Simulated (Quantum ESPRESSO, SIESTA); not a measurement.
# Deformation of the band gap of wurtzite GaN under biaxial strain, QE, PBEsol

Calculated with Quantum ESPRESSO 7.5: PBEsol; plane waves, GBRV 1.5 ultrasoft, 50/300 Ry; k-mesh 8×8×4. The first two cell vectors are strained alike from typed lattice constants; the third vector's length and the atoms are relaxed. The gap is that between the highest filled and lowest empty Kohn-Sham level on the mesh. The typed cell isn't stress-free: at zero strain the reference's in-plane stress is -4.8 GPa, compression positive.

| in-plane strain (%) | gap on the mesh (eV) |
| --- | --- |
| -4 | 1.95 |
| -3 | 1.947 |
| -2 | ? |
| -1 | 1.884 |
| 0 | 1.776 |
| +1 | 1.637 |
| +2 | 1.498 |
| +3 | 1.362 |
| +4 | 1.232 |

Task: Fit a second-order form in the logarithmic strain to the rows given and interpolate to the withheld row.

**Working.**

With u = ln[(1 + ε)/(1 + ε0)], counted from the row at ε0 = +0 % where y0 = 1.776, a second-order form y = y0 + a u + b u² makes v = (y − y0)/u a line in u.

| u | v |
| --- | --- |
| -0.0408220 | -4.26241 |
| -0.0304592 | -5.61407 |
| -0.0100503 | -10.7459 |
| 0.00995033 | -13.9694 |
| 0.0198026 | -14.0385 |
| 0.0295588 | -14.0060 |
| 0.0392207 | -13.8702 |

With n = 7: mean u = 0.00245728, mean v = -10.9295, Σ(u − ū)² = 0.0055561, Σ(u − ū)(v − v̄) = -0.73400. Slope b = -0.73400 / 0.0055561 = -132.11; intercept a = v̄ − b ū = -10.605.

At the withheld row u = -0.02020, v = a + b u = -7.936, and y = y0 + u v.

Prediction at -2: 1.936 eV. The run gave 1.918 eV, so the fit is high by 0.018 eV (0.96 % of the value).

The first-order term, -10.60 eV per unit of ln(1 + ε), is the slope of the fitted parabola at ε0; it is a deformation potential only where one valley holds the gap over the whole range, and a kink or a flat stretch in the table makes it differ from the local slope. The second-order term makes up 34 % of v at the withheld row. Among the rows given, the largest miss of the fit is at +4, by 0.075 eV (10 % of the range of the table).

Limits: The nuclei are static. The DFT runs use Fermi–Dirac occupations of width 0.01 eV, and energies are free energies. The mesh holds the band edges only if they lie on it, and semilocal functionals put gaps under measured ones. The rows don't follow a smooth parabola (r.m.s. departure 2.8 % of their range), so v is no line in u and the first-order term is poorly fixed; a kink, the k-mesh or scatter of the relaxations can each do this.

[Hosts, paths, dates, database ids (printed as entryN), source tags and the programs' standing remarks are cut or masked in the printed files.]
